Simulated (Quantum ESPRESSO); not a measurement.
# Al2Cu (P4/mmm) in Quantum ESPRESSO: reference runs

How does Al2Cu come out in PBEsol? The cell is run as given and disturbed.

Program: Quantum ESPRESSO 7.5. These are calculated values, not measurements. Logs are shortened: lines on timing, memory, paths and dates and some standing lists are left out, and cuts for length are marked.

**1. The crystal as given**

The structure is tetragonal, space group P4/mmm (No. 123). The conventional cell has a = 4.105 Å, b = 4.105 Å, c = 2.891 Å, α = 90.00°, β = 90.00°, γ = 90.00°. Cu (site symmetry 4/mmm) is surrounded by 8 Al at 2.51 Å. Around Al (site symmetry mmm) lie 4 Cu at 2.51 Å.

The cell comes from a database or a generator and needn't be the stable form of this composition.

**2. Single point, PBEsol**

File pw.in:

```
&CONTROL
  calculation = 'scf'
  prefix = 'pwscf'
  outdir = './tmp'
  pseudo_dir = './pseudo'
  tprnfor = .true.
  tstress = .true.
  disk_io = 'low'
/
&SYSTEM
  ibrav = 0
  celldm(1) = 8
  nat = 3
  ntyp = 2
  ecutwfc = 56
  ecutrho = 448
  nbnd = 19
  occupations = 'smearing'
  smearing = 'fd'
  degauss = 0.00367493
/
&ELECTRONS
  conv_thr = 6d-10
  electron_maxstep = 120
  mixing_beta = 0.5
/
ATOMIC_SPECIES
Cu    63.5460 cu_pbesol_v1.2.uspp.F.UPF
Al    26.9815 al_pbesol_v1.uspp.F.UPF
CELL_PARAMETERS alat
  0.9697087089679   0.0000000000000   0.0000000000000
  0.0000000000000   0.9697087089679   0.0000000000000
  0.0000000000000   0.0000000000000   0.6829737138213
ATOMIC_POSITIONS crystal
Cu     0.0000000000    0.0000000000    0.0000000000
Al     0.0000000000    0.5000000000    0.5000000000
Al     0.5000000000    0.0000000000    0.5000000000
K_POINTS automatic
7 7 9 0 0 0
```

File pp_density.in:

```
&INPUTPP
  prefix = 'pwscf'
  outdir = './tmp'
  filplot = 'density.dat'
  plot_num = 0
/
&PLOT
  nfile = 1
  filepp(1) = 'density.dat'
  iflag = 3
  output_format = 6
  fileout = 'density.cube'
/
```

File pp_potential.in:

```
&INPUTPP
  prefix = 'pwscf'
  outdir = './tmp'
  filplot = 'potential.dat'
  plot_num = 11
/
&PLOT
  nfile = 1
  filepp(1) = 'potential.dat'
  iflag = 3
  output_format = 6
  fileout = 'potential.cube'
/
```

Potentials or basis: GBRV 1.5 PBEsol.

On the command line:

```console
OMP_NUM_THREADS=1 mpirun -n 2 pw.x -nk 2 -in pw.in > pw.out
OMP_NUM_THREADS=1 mpirun -n 1 pp.x -in pp_density.in > pp_density.out
OMP_NUM_THREADS=1 mpirun -n 1 pp.x -in pp_potential.in > pp_potential.out
```

pw.out:

```text
This program is part of the open-source Quantum ESPRESSO suite
     for quantum simulation of materials; please cite
         "P. Giannozzi et al., J. Phys.:Condens. Matter 21 395502 (2009);
         "P. Giannozzi et al., J. Phys.:Condens. Matter 29 465901 (2017);
         "P. Giannozzi et al., J. Chem. Phys. 152 154105 (2020);
     in publications or presentations arising from this work. More details at

     Message from routine setup:
     using ibrav=0 with symmetry is DISCOURAGED, use correct ibrav instead

     K-points division:     npool     =       2
     Subspace diagonalization in iterative solution of the eigenvalue problem:
     a serial algorithm will be used

     G-vector sticks info
     --------------------
     sticks:   dense  smooth     PW     G-vecs:    dense   smooth      PW
     Sum        2145    1085    325                52597    18591    3043

     Using Slab Decomposition

     bravais-lattice index     =            0
     lattice parameter (alat)  =       8.0000  a.u.
     unit-cell volume          =     328.8187 (a.u.)^3
     number of atoms/cell      =            3
     number of atomic types    =            2
     number of electrons       =        25.00
     number of Kohn-Sham states=           19
     kinetic-energy cutoff     =      56.0000  Ry
     charge density cutoff     =     448.0000  Ry
     scf convergence threshold =      6.0E-10
     mixing beta               =       0.5000
     number of iterations used =            8  plain     mixing
     Exchange-correlation= SLA  PW   PSX  PSC
                           (   1   4  10   8   0   0   0)

     celldm(1)=   8.000000  celldm(2)=   0.000000  celldm(3)=   0.000000
     celldm(4)=   0.000000  celldm(5)=   0.000000  celldm(6)=   0.000000

     crystal axes: (cart. coord. in units of alat)
               a(1) = (   0.969709   0.000000   0.000000 )
               a(2) = (   0.000000   0.969709   0.000000 )
               a(3) = (   0.000000   0.000000   0.682974 )

     reciprocal axes: (cart. coord. in units 2 pi/alat)
               b(1) = (  1.031238  0.000000  0.000000 )
               b(2) = (  0.000000  1.031238  0.000000 )
               b(3) = (  0.000000  0.000000  1.464185 )

     PseudoPot. # 1 for Cu read from file:
     cu_pbesol_v1.2.uspp.F.UPF
     Pseudo is Ultrasoft + core correction, Zval = 19.0
     Generated by new atomic code, or converted to UPF format
     Using radial grid of  867 points,  6 beta functions with:
                l(1) =   0
                l(2) =   0
                l(3) =   1
                l(4) =   1
                l(5) =   2
                l(6) =   2
     Q(r) pseudized with  8 coefficients,  rinner =    1.150   1.150   1.150
                                                       1.150   1.150

     PseudoPot. # 2 for Al read from file:
     al_pbesol_v1.uspp.F.UPF
     Pseudo is Ultrasoft + core correction, Zval =  3.0
     Generated by new atomic code, or converted to UPF format
     Using radial grid of  893 points,  3 beta functions with:
                l(1) =   0
                l(2) =   1
                l(3) =   2
     Q(r) pseudized with  8 coefficients,  rinner =    0.900   0.900   0.900
                                                       0.900   0.900

     atomic species   valence    mass     pseudopotential
     Cu               19.00    63.54600     Cu( 1.00)
     Al                3.00    26.98150     Al( 1.00)

     16 Sym. Ops., with inversion, found

   Cartesian axes

     site n.     atom                  positions (alat units)
         1        Cu     tau(   1) = (   0.0000000   0.0000000   0.0000000  )
         2        Al     tau(   2) = (   0.0000000   0.4848544   0.3414869  )
         3        Al     tau(   3) = (   0.4848544   0.0000000   0.3414869  )

     number of k points=    50  Fermi-Dirac smearing, width (Ry)=  0.0037
                       cart. coord. in units 2pi/alat
        k(    1) = (   0.0000000   0.0000000   0.0000000), wk =   0.0045351
        k(    2) = (   0.0000000   0.0000000   0.1626872), wk =   0.0090703
        k(    3) = (   0.0000000   0.0000000   0.3253745), wk =   0.0090703
        k(    4) = (   0.0000000   0.0000000   0.4880617), wk =   0.0090703
        k(    5) = (   0.0000000   0.0000000   0.6507490), wk =   0.0090703
        k(    6) = (   0.0000000   0.1473196   0.0000000), wk =   0.0181406
[... 42 lines left out ...]
        k(   49) = (   0.4419589   0.4419589   0.4880617), wk =   0.0362812
        k(   50) = (   0.4419589   0.4419589   0.6507490), wk =   0.0362812

     Dense  grid:    52597 G-vectors     FFT dimensions: (  54,  54,  40)

     Smooth grid:    18591 G-vectors     FFT dimensions: (  40,  40,  27)

     Initial potential from superposition of free atoms

     starting charge      23.9953, renormalised to      25.0000
     Starting wfcs are   21 randomized atomic wfcs

     Self-consistent Calculation

     iteration #  1     ecut=    56.00 Ry     beta= 0.50
     Davidson diagonalization with overlap
     ethr =  1.00E-02,  avg # of iterations =  5.8

     total energy              =    -412.69436663 Ry
     estimated scf accuracy    <       6.78899260 Ry

     iteration #  2     ecut=    56.00 Ry     beta= 0.50
     Davidson diagonalization with overlap
     ethr =  1.00E-02,  avg # of iterations =  3.1

     total energy              =    -416.34382533 Ry
     estimated scf accuracy    <      11.95106518 Ry

     iteration #  3     ecut=    56.00 Ry     beta= 0.50
     Davidson diagonalization with overlap
     ethr =  1.00E-02,  avg # of iterations =  2.0

     total energy              =    -416.69470155 Ry
     estimated scf accuracy    <       1.91417339 Ry

     iteration #  4     ecut=    56.00 Ry     beta= 0.50
     Davidson diagonalization with overlap
     ethr =  7.66E-03,  avg # of iterations =  1.7

     total energy              =    -416.82426989 Ry
     estimated scf accuracy    <       0.17639253 Ry

     iteration #  5     ecut=    56.00 Ry     beta= 0.50
     Davidson diagonalization with overlap
     ethr =  7.06E-04,  avg # of iterations =  2.2

     total energy              =    -416.84375580 Ry
     estimated scf accuracy    <       0.02522637 Ry

     iteration #  6     ecut=    56.00 Ry     beta= 0.50
     Davidson diagonalization with overlap
     ethr =  1.01E-04,  avg # of iterations =  3.9

     total energy              =    -416.84660340 Ry
     estimated scf accuracy    <       0.00102851 Ry

     iteration #  7     ecut=    56.00 Ry     beta= 0.50
     Davidson diagonalization with overlap
     ethr =  4.11E-06,  avg # of iterations =  5.2

     total energy              =    -416.84596909 Ry
     estimated scf accuracy    <       0.00932745 Ry

     iteration #  8     ecut=    56.00 Ry     beta= 0.50
     Davidson diagonalization with overlap
     ethr =  4.11E-06,  avg # of iterations =  3.5

     total energy              =    -416.84713880 Ry
     estimated scf accuracy    <       0.00011856 Ry

     iteration #  9     ecut=    56.00 Ry     beta= 0.50
     Davidson diagonalization with overlap
     ethr =  4.74E-07,  avg # of iterations =  2.0

     total energy              =    -416.84713754 Ry
     estimated scf accuracy    <       0.00017633 Ry

     iteration # 10     ecut=    56.00 Ry     beta= 0.50
     Davidson diagonalization with overlap
     ethr =  4.74E-07,  avg # of iterations =  2.0

     total energy              =    -416.84716323 Ry
     estimated scf accuracy    <       0.00000054 Ry

     iteration # 11     ecut=    56.00 Ry     beta= 0.50
     Davidson diagonalization with overlap
     ethr =  2.17E-09,  avg # of iterations =  3.9

     total energy              =    -416.84716362 Ry
     estimated scf accuracy    <       0.00000330 Ry

     iteration # 12     ecut=    56.00 Ry     beta= 0.50
     Davidson diagonalization with overlap
     ethr =  2.17E-09,  avg # of iterations =  2.0

     total energy              =    -416.84716334 Ry
     estimated scf accuracy    <       0.00000139 Ry

     iteration # 13     ecut=    56.00 Ry     beta= 0.50
     Davidson diagonalization with overlap
     ethr =  2.17E-09,  avg # of iterations =  2.1

     total energy              =    -416.84716349 Ry
     estimated scf accuracy    <       0.00000001 Ry

     iteration # 14     ecut=    56.00 Ry     beta= 0.50
     Davidson diagonalization with overlap
     ethr =  5.36E-11,  avg # of iterations =  4.0

     total energy              =    -416.84716350 Ry
     estimated scf accuracy    <          1.3E-09 Ry

     iteration # 15     ecut=    56.00 Ry     beta= 0.50
     Davidson diagonalization with overlap
     ethr =  5.23E-12,  avg # of iterations =  1.2

     End of self-consistent calculation

          k = 0.0000 0.0000 0.0000 (  2353 PWs)   bands (ev):

  -104.6381 -62.1685 -62.1685 -62.1547  -1.5251   3.6656   4.1799   4.8501
     5.0492   5.0492   6.6413   6.6413   8.9833   9.9334  14.9364  15.1606
    15.1606  16.1406  16.2156

          k = 0.0000 0.0000 0.1627 (  2357 PWs)   bands (ev):

  -104.6381 -62.1684 -62.1684 -62.1562  -1.3011   3.7408   4.2616   4.8405
     4.8405   4.8709   7.0343   7.0343   9.1044  10.0641  12.4903  15.3582
    15.3582  16.2630  18.2241

          k = 0.0000 0.0000 0.3254 (  2325 PWs)   bands (ev):

  -104.6379 -62.1681 -62.1681 -62.1600  -0.6360   3.9336   4.4412   4.4908
     4.4908   4.9238   7.9497   7.9497   9.4894   9.5646  10.5886  15.8487
    15.8487  16.6157  17.1202

          k = 0.0000 0.0000 0.4881 (  2325 PWs)   bands (ev):

  -104.6376 -62.1677 -62.1677 -62.1643   0.4467   4.1561   4.2147   4.2147
     4.4427   4.9842   7.2781   9.2037   9.2037  10.1904  11.2513  14.8375
    14.8375  14.8795  17.3080

          k = 0.0000 0.0000 0.6507 (  2297 PWs)   bands (ev):

  -104.6375 -62.1675 -62.1675 -62.1671   1.8746   3.5469   4.0684   4.0684
     4.3025   5.0240   6.1652  10.7722  10.7722  11.2111  12.0166  12.6798
    12.6798  13.0421  16.5977

          k = 0.0000 0.1473 0.0000 (  2341 PWs)   bands (ev):

  -104.6381 -62.1685 -62.1685 -62.1547  -1.3539   3.5348   4.1382   4.7992
     5.0422   5.0501   5.6977   6.8339   9.4168  11.0643  13.5490  14.0857
    15.1055  17.0120  18.0755

          k = 0.0000 0.1473 0.1627 (  2337 PWs)   bands (ev):

  -104.6381 -62.1684 -62.1684 -62.1562  -1.1305   3.6180   4.2230   4.7993
     4.8114   4.8787   6.0480   7.2120   9.5500  11.2257  12.5937  13.7213
    14.5622  18.2141  18.5590

          k = 0.0000 0.1473 0.3254 (  2323 PWs)   bands (ev):

  -104.6379 -62.1681 -62.1681 -62.1600  -0.4674   3.8209   4.3922   4.5025
     4.5274   4.8946   6.7579   8.1146   9.6987  10.0211  11.8276  14.2061
    14.9088  16.0717  17.8379

          k = 0.0000 0.1473 0.4881 (  2324 PWs)   bands (ev):

  -104.6376 -62.1677 -62.1677 -62.1643   0.6097   3.9873   4.2281   4.3022
     4.4994   4.9623   7.3751   7.7804   9.3604  10.6668  12.6372  13.2815
    14.5441  15.7663  15.9495

          k = 0.0000 0.1473 0.6507 (  2304 PWs)   bands (ev):

  -104.6375 -62.1675 -62.1675 -62.1671   2.0177   3.6224   4.0772   4.0809
     4.3403   5.0071   6.1808   9.1053  10.6619  10.9153  12.2737  12.8012
    13.2939  14.4403  16.1378

          k = 0.0000 0.2946 0.0000 (  2330 PWs)   bands (ev):

  -104.6381 -62.1686 -62.1685 -62.1547  -0.8580   2.7563   4.0956   4.7043
     4.9406   5.0265   5.0522   7.3238   9.8195  11.9016  12.5716  13.6632
    15.5813  17.8471  19.4529

          k = 0.0000 0.2946 0.1627 (  2341 PWs)   bands (ev):

  -104.6381 -62.1684 -62.1684 -62.1562  -0.6358   2.8930   4.1749   4.7264
     4.7722   4.8859   5.2425   7.6823   9.9538  12.0665  12.3716  13.7559
    13.8458  17.1135  20.1143
[... 183 lines left out ...]
  -104.6378 -62.1681 -62.1681 -62.1600   1.3952   2.7541   4.0111   4.5016
     4.6377   4.8233   5.2354   6.2776   8.0582  11.7610  13.0672  15.3030
    15.7817  16.6186  17.6797

          k = 0.2946 0.4420 0.4881 (  2318 PWs)   bands (ev):

  -104.6376 -62.1678 -62.1678 -62.1643   2.3764   3.2367   4.1461   4.6404
     4.6653   4.9108   5.6223   7.0775   8.4150   9.5609  10.9210  12.8917
    14.7091  16.5534  18.0138

          k = 0.2946 0.4420 0.6507 (  2322 PWs)   bands (ev):

  -104.6374 -62.1676 -62.1675 -62.1671   3.2443   3.5605   4.3439   4.7549
     4.8301   4.9842   6.3033   6.9499   8.0075   9.1611  10.1770  10.9026
    12.9571  17.7249  19.1069

          k = 0.4420 0.4420 0.0000 (  2335 PWs)   bands (ev):

  -104.6381 -62.1686 -62.1686 -62.1547   1.3013   2.6238   2.8561   3.9111
     4.7687   4.9388   5.0206   5.0209   6.8226  16.5963  17.4626  17.7249
    18.2265  18.6620  19.1313

          k = 0.4420 0.4420 0.1627 (  2337 PWs)   bands (ev):

  -104.6381 -62.1685 -62.1685 -62.1562   1.5199   2.7525   3.0110   4.0082
     4.7581   4.8847   5.0774   5.1454   6.9046  15.2538  15.7325  16.8851
    17.7822  18.5634  18.6082

          k = 0.4420 0.4420 0.3254 (  2319 PWs)   bands (ev):

  -104.6378 -62.1681 -62.1681 -62.1600   2.1450   3.0713   3.4228   4.2519
     4.7505   4.8883   5.2927   5.4197   7.1765  12.5356  13.4218  14.1579
    16.1545  18.0599  19.0769

          k = 0.4420 0.4420 0.4881 (  2316 PWs)   bands (ev):

  -104.6376 -62.1678 -62.1678 -62.1643   2.9834   3.3802   3.9951   4.5502
     4.7755   4.9915   5.8226   5.9508   7.6679  10.0823  11.1399  11.6379
    13.7101  18.8314  19.9220

          k = 0.4420 0.4420 0.6507 (  2322 PWs)   bands (ev):

  -104.6374 -62.1676 -62.1676 -62.1671   3.4286   3.5229   4.7628   4.8057
     4.9258   5.1431   6.5779   6.6757   7.9246   8.6837   9.3718   9.7956
    12.0017  19.7376  20.9314

     the Fermi energy is     9.0595 ev

!    total energy              =    -416.84716350 Ry
     estimated scf accuracy    <          2.9E-10 Ry
     smearing contrib. (-TS)   =      -0.00088828 Ry
     internal energy E=F+TS    =    -416.84627522 Ry

     The total energy is F=E-TS. E is the sum of the following terms:
     one-electron contribution =    -421.21314858 Ry
     hartree contribution      =     219.32630083 Ry
     xc contribution           =     -46.83273266 Ry
     ewald contribution        =    -168.12669482 Ry

     convergence has been achieved in  15 iterations

     Forces acting on atoms (cartesian axes, Ry/au):

     atom    1 type  1   force =     0.00000000    0.00000000    0.00000000
     atom    2 type  2   force =     0.00000000    0.00000000    0.00000000
     atom    3 type  2   force =     0.00000000    0.00000000    0.00000000

     Total force =     0.000000     Total SCF correction =     0.000000

     Computing stress (Cartesian axis) and pressure

          total   stress  (Ry/bohr**3)                   (kbar)     P=      -25.22
  -0.00014119   0.00000000   0.00000000          -20.77        0.00        0.00
   0.00000000  -0.00014119   0.00000000            0.00      -20.77        0.00
   0.00000000   0.00000000  -0.00023187            0.00        0.00      -34.11

=------------------------------------------------------------------------------=
   JOB DONE.
=------------------------------------------------------------------------------=
```

Run time: 27 s. Hardware: 2 MPI ranks of Arm Neoverse V2, shared host; peak memory 0.34 GiB.

What came out:

- Free energy: -5671.4946 eV
- Pressure: -2.5 GPa
- Band gap on the k mesh: none (metal or under the smearing width)

(Continued in part 2 of 2.)
